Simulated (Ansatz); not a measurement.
# MgO: the cost of one run

Program: Ansatz 0.2.0. Level of theory: DFT PBEsol, scalar-relativistic, plane waves, PAW. These are calculated values, not measurements.

### Step 1. The structure to begin with

The structure is hexagonal, space group P6_3/mmc (No. 194). The conventional cell has a = 3.486 Å, b = 3.486 Å, c = 4.178 Å, α = 90.00°, β = 90.00°, γ = 120.00°. Mg (site symmetry -6m2) is surrounded by 5 O at 2.01 to 2.09 Å. O (site symmetry -6m2) has 5 Mg at 2.01 to 2.09 Å as nearest neighbours.

Structure file:

```cif
data_structure
_symmetry_space_group_name_H-M 'P 1'
_symmetry_Int_Tables_number 1
_cell_length_a 5.4416
_cell_length_b 5.4416
_cell_length_c 6.0386
_cell_angle_alpha 90.000
_cell_angle_beta 90.000
_cell_angle_gamma 100.313
_cell_volume 175.92
loop_
_atom_site_label
_atom_site_type_symbol
_atom_site_fract_x
_atom_site_fract_y
_atom_site_fract_z
_atom_site_occupancy
Mg1 Mg 0.12500 0.87500 0.33333 1
Mg2 Mg 0.87500 0.62500 0.83333 1
Mg3 Mg 0.62500 0.37500 0.33333 1
Mg4 Mg 0.37500 0.12500 0.83333 1
Mg5 Mg 0.12500 0.37500 0.16667 1
Mg6 Mg 0.87500 0.12500 0.66667 1
Mg7 Mg 0.62500 0.87500 0.16667 1
Mg8 Mg 0.37500 0.62500 0.66667 1
O1 O 0.37500 0.62500 0.33333 1
O2 O 0.12500 0.37500 0.83333 1
O3 O 0.87500 0.12500 0.33333 1
O4 O 0.62500 0.87500 0.83333 1
O5 O 0.87500 0.62500 0.16667 1
O6 O 0.62500 0.37500 0.66667 1
O7 O 0.37500 0.12500 0.16667 1
O8 O 0.12500 0.87500 0.66667 1
```

It goes back to an entry of the Materials Project, which need not be the stable form.

The cell is taken as given, not relaxed at this level.

### Step 2. Reference: the perfect supercell

input.yaml

```yaml
crystal:
  lattice:
    - [3.4863778627, 0.0, -4.17804122]
    - [3.4863778627, 0.0, 4.17804122]
    - [1.0e-10, -6.0385835926, 0.0]
  atoms:
    - { symbol: Mg, position: [0.125, 0.875, 0.3333333333] }
    - { symbol: Mg, position: [0.875, 0.625, 0.8333333333] }
    - { symbol: Mg, position: [0.625, 0.375, 0.3333333333] }
    - { symbol: Mg, position: [0.375, 0.125, 0.8333333333] }
    - { symbol: Mg, position: [0.125, 0.375, 0.1666666667] }
    - { symbol: Mg, position: [0.875, 0.125, 0.6666666667] }
    - { symbol: Mg, position: [0.625, 0.875, 0.1666666667] }
    - { symbol: Mg, position: [0.375, 0.625, 0.6666666667] }
    - { symbol: O, position: [0.375, 0.625, 0.3333333333] }
    - { symbol: O, position: [0.125, 0.375, 0.8333333333] }
    - { symbol: O, position: [0.875, 0.125, 0.3333333333] }
    - { symbol: O, position: [0.625, 0.875, 0.8333333333] }
    - { symbol: O, position: [0.875, 0.625, 0.1666666667] }
    - { symbol: O, position: [0.625, 0.375, 0.6666666667] }
    - { symbol: O, position: [0.375, 0.125, 0.1666666667] }
    - { symbol: O, position: [0.125, 0.875, 0.6666666667] }
  symmetry: { detect: false }
basis:
  ecutwfc: 420
kpoints:
  mp_grid: { grid: [2, 2, 2], shift: [0.5, 0.5, 0.5] }
hamiltonian:
  xc: pbesol
scf:
  occupations: { method: gaussian, width: 0.1 }
output:
  forces: true
  stress: true
  eigenvalues: true
```

Run with:

```bash
> ansatz run input.yaml --threads 4 --pin off --max-ram 5120MiB --backend cpu --events-out ev --progress --plain --runs-dir out
```

Q: Estimate wall time and peak memory on 4 threads of an Arm CPU, shared host.

About 2 s, with a peak of 0.5 GiB.
